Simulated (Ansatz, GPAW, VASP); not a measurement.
# One calculation of GaSb, 3 ways

```
CELL_PARAMETERS angstrom
0.00000 3.05900 3.05900
3.05900 0.00000 3.05900
3.05900 3.05900 0.00000
ATOMIC_POSITIONS crystal
Sb 0.75000 0.75000 0.75000
Ga 0.00000 0.00000 0.00000
```

Alike in all runs: task single point; functional PBE; k mesh 8 × 8 × 8; occupations gaussian, width 0.02 eV; no spin polarisation; no spin-orbit coupling. Pressure is positive in compression and, in plane waves, holds the error of the finite cutoff.

```
                        program and potentials  plane-wave cutoff (eV)  notes  band gap (eV)  pressure (GPa)
          VASP, PBE PAW files Ga_d, Sb, 520 eV                     520      -           0.04            2.38
    GPAW, GPAW PAW data sets (gpaw-data 1.2.1)                     600      -           0.09            2.31
Ansatz, all-electron LAPW, scalar-relativistic                       -      -           0.04            2.30
```

The band gap spans 0.04 (VASP, PBE PAW files Ga_d, Sb, 520 eV) to 0.09 eV (GPAW, GPAW PAW data sets (gpaw-data 1.2.1)), with all-electron results at 0.04. The pressure spans 2.30 (Ansatz, all-electron LAPW, scalar-relativistic) to 2.38 GPa (VASP, PBE PAW files Ga_d, Sb, 520 eV), with all-electron results at 2.30. Spin-orbit coupling, left out here, moves the band edges of heavy atoms.

The functional is the same throughout but for its coding, so the spread measures potentials, basis and numerics; runs on potential files found faulty are left out.

All three runs give GaSb a nearly vanishing gap, whereas the real material is a semiconductor with a clearly larger, direct one. The likely cause is PBE itself, which lacks the derivative discontinuity of the exact functional and places the conduction edge too low relative to the valence edge. Agreement with the all-electron value of 0.04 eV therefore validates the potentials, not the predicted gap. VASP matches that gap and GPAW comes closer in pressure, so neither data set is better on both counts; the antibonding, s-like conduction edge is probably sensitive to the treatment near the nuclei.

The positive pressures show that the cell is smaller than PBE would choose, in line with the functional's usual underbinding of such semiconductors. Relaxing the volume would weaken the s–s antibonding interaction and lower the conduction edge at the zone centre, so the small gap would probably shrink further or close. The near-metallic result is thus no evidence that GaSb is a semimetal.
